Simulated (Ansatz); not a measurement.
## A convergence test on GaN (P6_3mc): k mesh of the density

Aim: see how gap, energy and time of GaN (P6_3mc) follow the k mesh of the density.

Method: DFT, PBE, plane waves, PAW, in Ansatz 0.2.0.

The database entry behind the starting cell has ideal inner coordinates that were not refined, so it need not match the best structure at ambient conditions.

## (1) The starting structure

It takes space group P6_3mc (No. 186, hexagonal). The conventional cell has a = 3.190 Å, b = 3.190 Å, c = 5.189 Å, α = 90.00°, β = 90.00°, γ = 120.00°. Ga has 4 N at 1.95 Å nearest. Nearest to N lie 4 Ga at 1.95 Å. Farther neighbours and most contacts between anions are not listed.

The cell and positions come from the Crystallography Open Database and are kept as given unless a step says otherwise. The default PAW set here is soft_1. Its files were made with PBE.

## (2) k mesh of the density: 3×3×2

Input file input.yaml:

```yaml
crystal:
  lattice:
    - [3.19, 0.0, 0.0]
    - [-1.595, 2.7626210381, 0.0]
    - [0.0, 0.0, 5.189]
  atoms:
    - { symbol: Ga, position: [0.6666666667, 0.3333333333, 0.0] }
    - { symbol: Ga, position: [0.3333333333, 0.6666666667, 0.5] }
    - { symbol: "N", position: [0.6666666667, 0.3333333333, 0.375] }
    - { symbol: "N", position: [0.3333333333, 0.6666666667, 0.875] }
kpoints:
  mp_grid: { grid: [3, 3, 2] }
  band_path:
    path:
      - [0.0, 0.0, 0.0]
      - [0.5, 0.0, 0.0]
      - [0.33333333, 0.33333333, 0.0]
      - [0.0, 0.0, 0.5]
      - [0.5, 0.0, 0.5]
      - [0.33333333, 0.33333333, 0.5]
    npoints: 1
hamiltonian:
  xc: pbe
  pseudopotentials: { kind: paw, azcp: { folder: "./paw" } }
scf:
  occupations: { method: fixed }
  n_extra_bands: 5
output:
  eigenvalues: true
```

Launch:

```sh
$ ansatz run input.yaml --threads 3 --pin off --max-ram 92160MiB --backend cuda --events-out ev --progress --plain --runs-dir out --devices 1 --max-vram 13GiB
```

Numbers of over 12 decimals in the logs are rounded to 6 here.

Output:

```text
scf.n_extra_bands = 5 over 18 filled bands (N_el = 36.0): the run solves 23 bands
GPUs: using 1 of 1 available (devices: 1).
Engine: ansatz 0.2.0, x86_64-unknown-linux-gnu
Pseudopotentials: kind: paw
Pseudopotential: Ga, paw, valence charge 13, recommended cutoff 420 eV (normal), <dir>
Pseudopotential: N, paw, valence charge 5, recommended cutoff 420 eV (normal), <dir>
Functional definition: PBE
  parameter kappa = 0.804
  parameter beta = 0.066725
  exchange = pbe_x(kappa = kappa, mu = beta*pi^2/3)
  correlation = pbe_c(beta = beta)
device memory: the entry about to start is reckoned to put 1.6 GiB on a device that reports 59.3 GiB free (of which the cap on the GPU budget leaves the run 13.0 GiB)
GPU FFT provider: cuFFT
GPU libraries: cuBLAS 13.8.2, cuFFT 12.4.0, cuSOLVER 12.3.4
Crystal: 4 atoms, lattice volume = 45.729 Å³
Basis set: ecut = 420 eV, 917 PW (Γ)
Bands: 23, of which v1, the nominal top of the filled ones, is band 18 counted from 1 (17 counted from 0)
Symmetry: 12 space group operations
Space group: P63mc (ITA 186), of the structure as read, at distance tolerance 3.6e-5 Å
k-points: 6 of 18
Non-local potential: Ga, projectors of the file, l = 0: 2, l = 1: 2, l = 2: 3, l = 3: 1
Non-local potential: N, projectors of the file, l = 0: 2, l = 1: 2, l = 2: 1
PAW form: soft (Blöchl's): semilocal exchange-correlation on the pseudo side does not see the compensation charge
PAW one-centre angular grid: Ga, 590 points (default); XC on 64 Gauss nodes
PAW one-centre angular grid: N, 110 points (default); XC on 64 Gauss nodes
Initial density: superposition of atomic densities (chi_scale 0.1, normalization cell, long waves kept (reshape's long-wave potential 0.00 eV rms))
Initial wavefunctions: pseudopotential atomic-orbital guess
GPU buffer pool allocated for 20736 grid points (all kernels)
GPU transforms: local potential and band sums: pruned to the plane-wave sphere, on 24×24×36
Functional: x = pbe(κ = 0.804, μ = 0.219515), c = pbe(β = 0.066725)
SCF iter   1: F=—  HF=-8337.021155 eV  |F-HF|=—  |Δ(HF+E_count)|=         —  Δρ=1.16e-1  dr2=5.43e0  ethr=3.10e-3  ⟨swp⟩=4.0  Hψ=482  notcnv=0  defer=8
preconditioner: auto → Resta (q_TF=auto, 2.622 Å⁻¹)  ε∞=4.6  [insulator: Δε(μ)=2.712 eV  Ē_g=17.483 eV  n_scr=22 (ndim 8)  ℏωp=32.9 eV  f_vac=0.000  ε∞_Penn≈4.6]
SCF iter   2: F=—  HF=-8335.626258 eV  |F-HF|=—  |Δ(HF+E_count)|=    1.39e0  Δρ=4.81e-2  dr2=5.75e-1  ethr=3.10e-3  ⟨swp⟩=2.0  Hψ=312  notcnv=0  defer=13
SCF iter   3: F=—  HF=-8335.537432 eV  |F-HF|=—  |Δ(HF+E_count)|=   8.88e-2  Δρ=1.89e-2  dr2=1.17e-1  ethr=1.60e-3  ⟨swp⟩=2.0  Hψ=154  notcnv=0  defer=17
SCF iter   4: F=—  HF=-8335.526596 eV  |F-HF|=—  |Δ(HF+E_count)|=   1.08e-2  Δρ=3.40e-3  dr2=6.41e-3  ethr=3.24e-4  ⟨swp⟩=3.0  Hψ=253  notcnv=0  defer=17
SCF iter   5: F=—  HF=-8335.524783 eV  |F-HF|=—  |Δ(HF+E_count)|=   1.81e-3  Δρ=2.83e-3  dr2=2.21e-3  ethr=1.78e-5  ⟨swp⟩=2.0  Hψ=252  notcnv=0  defer=17
SCF iter   6: F=—  HF=-8335.526574 eV  |F-HF|=—  |Δ(HF+E_count)|=   1.79e-3  Δρ=6.43e-4  dr2=1.53e-4  ethr=6.13e-6  ⟨swp⟩=2.7  Hψ=253  notcnv=0  defer=17
SCF iter   7: F=—  HF=-8335.526585 eV  |F-HF|=—  |Δ(HF+E_count)|=   1.06e-5  Δρ=9.69e-5  dr2=5.25e-6  ethr=4.24e-7  ⟨swp⟩=2.0  Hψ=245  notcnv=0  defer=17
SCF iter   8: F=—  HF=-8335.526748 eV  |F-HF|=—  |Δ(HF+E_count)|=   1.63e-4  Δρ=1.59e-5  dr2=9.14e-8  ethr=2.78e-10  ⟨swp⟩=6.5  Hψ=673  notcnv=0
SCF iter   9: F=-8335.526748 eV  HF=-8335.526748 eV  |F-HF|=3.17e-9  |Δ(HF+E_count)|=   1.42e-7  Δρ=2.49e-6  dr2=2.93e-9  ethr=2.54e-10  ⟨swp⟩=2.0  Hψ=482  notcnv=0
SCF 1 converged in 9 iterations: F = -8335.526748 eV  dr2 = 2.93e-9
[...]
device memory: the entry about to start is reckoned to put 0.9 GiB on a device that reports 61.7 GiB free (of which the cap on the GPU budget leaves the run 13.0 GiB)
NSCF: frozen V_eff on 6 k-points
SCF converged after 9 iterations
Free energy (F): -8335.526748 eV
Harris-Foulkes:  -8335.526748 eV  (|F-HF|=3.17e-9)
Internal energy: -8335.526748 eV  (E = F + TS)
E sigma→0 (E₀):  -8335.526748 eV
Fermi energy:    9.764421 eV
--- Per-component energies (eV) ---
  E_band       = -9.659303
  E_kinetic    = 482.901269
  E_local      = -2836.372562  (includes V_loc(G=0)·N_el)
  E_nonlocal   = -109.043027
  E_hartree    = 1794.377149
  E_xc         = -244.565364
  E_vxc        = -261.823961  (∫ρ·V_xc dr)
  E_paw        = -4250.317192  (= ΣΔE_a)
  E_vpaw       = -874.077788  (= ΣTr[D̂ρ^β])
  E_aug_tail   = 0.001526  (compensation charges beyond the density's cutoff)
  E_ewald      = -3172.508547
  E_smearing   = -0.000000  (= −TS)
  E_closure    = 0.000000  (closes the sum)
  Σ components = -8335.526748   (vs F -8335.526748, Δ=0.00e0)
--- Band table (eV; the first three rows and the last of 6) ---
  k-point 0: bands = [... 14 lower, 8.7117, 9.6917, 9.7644, 9.7644, 11.6212, 13.9473, 18.9309, 19.5692, ... 1 higher]
  k-point 1: bands = [... 14 lower, 9.2244, 9.2244, 9.2244, 9.2244, 13.9524, 13.9524, 18.1945, 18.1945, ... 1 higher]
  k-point 2: bands = [... 14 lower, 5.8428, 7.3665, 8.4541, 9.0231, 14.5802, 15.4265, 16.4186, 18.1522, ... 1 higher]
  k-point 5: bands = [... 14 lower, 5.5597, 5.5597, 8.2556, 8.2556, 16.1182, 16.1182, 17.0246, 17.0246, ... 1 higher]
```

Wall time 12 s (1 × NVIDIA H100 80GB HBM3 (shared by 6 runs) with 3 threads of AMD EPYC 7R13 (Zen 3), shared host); peak memory 0.89 GiB; 2.7 s of CPU time.

The column dr2 measures how far the density is from self-consistency, as an energy; F and HF (Harris–Foulkes) agree once it is small.

This step gave:

```
gap                  : 1.857 eV
valence top at       : Γ
conduction bottom at : Γ
least direct gap     : 1.857 eV
```

The gap is direct, at Γ.

## (3) k mesh of the density: 6×6×2

input.yaml: that of step 2 with these lines changed.

```diff
@@ -11,3 +11,3 @@
 kpoints:
-  mp_grid: { grid: [3, 3, 2] }
+  mp_grid: { grid: [6, 6, 2] }
   band_path:
```

Output:

```text
[...]
GPUs: using 1 of 1 available (devices: 1).
[...]
GPU FFT provider: cuFFT
GPU libraries: cuBLAS 13.8.2, cuFFT 12.4.0, cuSOLVER 12.3.4
Crystal: 4 atoms, lattice volume = 45.729 Å³
Basis set: ecut = 420 eV, 917 PW (Γ)
Bands: 23, of which v1, the nominal top of the filled ones, is band 18 counted from 1 (17 counted from 0)
[... 1 set-up line as in the run before ...]
[...]
k-points: 14 of 72
[...]
--- Band table (eV; the first three rows and the last of 14) ---
  k-point 0: bands = [... 14 lower, 8.6349, 9.6160, 9.6789, 9.6789, 11.5704, 13.9220, 18.8640, 19.5626, ... 1 higher]
  k-point 1: bands = [... 14 lower, 9.1437, 9.1437, 9.1437, 9.1437, 13.9053, 13.9053, 18.1605, 18.1605, ... 1 higher]
  k-point 2: bands = [... 14 lower, 7.9549, 8.1295, 9.3300, 9.4422, 13.0963, 15.1983, 17.8213, 18.5923, ... 1 higher]
  k-point 13: bands = [... 14 lower, 5.5082, 5.5082, 8.1877, 8.1877, 16.0951, 16.0951, 16.9770, 16.9770, ... 1 higher]
[key lines of the parts left out:]
SCF converged after 9 iterations
Free energy (F): -8335.820674 eV
Fermi energy:    9.678909 eV
```

The job ended after 14 s (1 × NVIDIA H100 80GB HBM3 (shared by 6 runs) with 3 threads; peak memory 0.88 GiB).

Numbers from this step:

```
gap                  : 1.891 eV
valence top at       : Γ
conduction bottom at : Γ
least direct gap     : 1.891 eV
```

The gap is 1.891 eV, +0.035 eV from the run before at this level.

## (4) k mesh of the density: 12×12×4 (the default)

input.yaml, the sections that differ from step 3:

```yaml
kpoints:
  mp_grid: { grid: [12, 12, 4] }
  band_path:
    path:
      - [[0.0, 0.0, 0.0], [0.5, 0.0, 0.0], [0.33333333, 0.33333333, 0.0], [0.0, 0.0, 0.0], [0.0, 0.0, 0.5], [0.5, 0.0, 0.5], [0.33333333, 0.33333333, 0.5], [0.0, 0.0, 0.5]]
      - [[0.5, 0.0, 0.5], [0.5, 0.0, 0.0]]
      - [[0.33333333, 0.33333333, 0.5], [0.33333333, 0.33333333, 0.0]]
    npoints: 10
scf:
  occupations: { method: fermi_dirac, width: 0.02 }
  n_extra_bands: 5
output:
  eigenvalues: true
  write_density: true
  write_potential: true
  elf: true
  volumetric_format: npy
# crystal, hamiltonian: as in step 3
```

Output:

```text
[...]
GPUs: using 1 of 1 available (devices: 1).
[...]
GPU FFT provider: cuFFT
GPU libraries: cuBLAS 13.8.2, cuFFT 12.4.0, cuSOLVER 12.3.4
Crystal: 4 atoms, lattice volume = 45.729 Å³
Basis set: ecut = 420 eV, 917 PW (Γ)
Bands: 23, of which v1, the nominal top of the filled ones, is band 18 counted from 1 (17 counted from 0)
[... 1 set-up line as in the run before ...]
[...]
--- Band table (eV; the first three rows and the last of 57) ---
  k-point 0: bands = [... 14 lower, 8.6338, 9.6139, 9.6777, 9.6777, 11.5692, 13.9216, 18.8619, 19.5625, ... 1 higher]
  k-point 1: bands = [... 14 lower, 8.7802, 8.7802, 9.5181, 9.5181, 12.7663, 14.0254, 18.4748, 19.2399, ... 1 higher]
  k-point 2: bands = [... 14 lower, 9.1425, 9.1425, 9.1425, 9.1425, 13.9043, 13.9043, 18.1593, 18.1593, ... 1 higher]
  k-point 56: bands = [... 14 lower, 5.5074, 5.5074, 8.1860, 8.1860, 16.0941, 16.0941, 16.9758, 16.9758, ... 1 higher]
[key lines of the parts left out:]
SCF converged after 9 iterations
Free energy (F): -8335.825376 eV
Fermi energy:    10.631931 eV
```

The job ended after 19 s (1 × NVIDIA H100 80GB HBM3 (shared by 6 runs) with 3 threads; peak memory 0.92 GiB; 3.5 s of CPU time).

Numbers from this step:

```yaml
gap: 1.891 eV
valence_top_at: Γ
conduction_bottom_at: Γ
least_direct_gap: 1.891 eV
```

The gap is 1.891 eV, as in the run before at this level.

## (5) k mesh of the density: 12×12×6

input.yaml, the sections that differ from step 4:

```yaml
kpoints:
  mp_grid: { grid: [12, 12, 6] }
  band_path:
    path:
      - [0.0, 0.0, 0.0]
      - [0.5, 0.0, 0.0]
      - [0.33333333, 0.33333333, 0.0]
      - [0.0, 0.0, 0.5]
      - [0.5, 0.0, 0.5]
      - [0.33333333, 0.33333333, 0.5]
    npoints: 1
scf:
  occupations: { method: fixed }
  n_extra_bands: 5
output:
  eigenvalues: true
# crystal, hamiltonian: as in step 4
```

Output:

```text
[...]
GPUs: using 1 of 1 available (devices: 1).
[...]
GPU FFT provider: cuFFT
GPU libraries: cuBLAS 13.8.2, cuFFT 12.4.0, cuSOLVER 12.3.4
Crystal: 4 atoms, lattice volume = 45.729 Å³
Basis set: ecut = 420 eV, 917 PW (Γ)
Bands: 23, of which v1, the nominal top of the filled ones, is band 18 counted from 1 (17 counted from 0)
[... 1 set-up line as in the run before ...]
[...]
--- Band table (eV; the first three rows and the last of 76) ---
  k-point 0: bands = [... 14 lower, 8.6338, 9.6138, 9.6777, 9.6777, 11.5691, 13.9216, 18.8618, 19.5625, ... 1 higher]
  k-point 1: bands = [... 14 lower, 8.7006, 8.8056, 9.6044, 9.6044, 12.2506, 13.9752, 18.6708, 19.5946, ... 1 higher]
  k-point 2: bands = [... 14 lower, 8.8850, 8.8850, 9.4067, 9.4067, 13.2460, 14.0596, 18.2772, 18.7316, ... 1 higher]
  k-point 75: bands = [... 14 lower, 5.5074, 5.5074, 8.1859, 8.1859, 16.0941, 16.0941, 16.9757, 16.9757, ... 1 higher]
[key lines of the parts left out:]
SCF converged after 9 iterations
Free energy (F): -8335.825482 eV
Fermi energy:    9.677689 eV
```

It took 13 s on 1 × NVIDIA H100 80GB HBM3 (shared by 6 runs) with 3 threads; peak memory 0.89 GiB.

This step gave:

```
gap                  : 1.891 eV
valence top at       : Γ
conduction bottom at : Γ
least direct gap     : 1.891 eV
```

The gap is 1.891 eV, as in the run before at this level.

## (6) The series

Differences are against the last row; a negative gap means that bands overlap, and a run with a band path holds that path's time. Times are wall times on 1 × NVIDIA H100 80GB HBM3 (shared by 6 runs) with 3 threads of AMD EPYC 7R13 (Zen 3), shared host, good to a factor of about two.

```
k mesh of the density  gap (eV)  direct gap (eV)  gap error (eV)  energy error (meV/atom)  irreducible k  time
                3×3×2     1.857            1.857          −0.035                    +74.7              6  12 s
                6×6×2     1.891            1.891          +0.000                     +1.2             14  14 s
              12×12×4     1.891            1.891          +0.000                     +0.0             57  19 s
              12×12×6     1.891            1.891          +0.000                     +0.0             76  13 s
```

## (7) Outcome

```json
{"3×3×2": "1.857 eV", "6×6×2": "1.891 eV", "12×12×4": "1.891 eV", "12×12×6": "1.891 eV"}
```

**Reading.** The gap holds to 0.02 eV from 6×6×2 on. At 3×3×2 the gap is off by −0.035 eV and the energy by +75 meV/atom. The gap is read over the mesh and added points near the edges, so meshes differ mainly through the density and, for a hybrid, the exchange operator.

[Paths, hosts, dates, memory and timing lines, banners, echoed tables and standing remarks are left out of the program output.]

[Logs are printed without paths, hosts, clocks, repeated set-up lines and the standing remarks that a program may print on its own settings, such as how far it seeks lower states.]

[Runs of the session that timed out or met a known fault of the program may be left out.]

[Cells called generated may have been cut or substituted from an entry of the Crystallography Open Database or the Materials Project.]

[Hosts, paths, dates, database ids (printed as entryN), source tags and the programs' standing remarks are cut or masked in the printed files.]
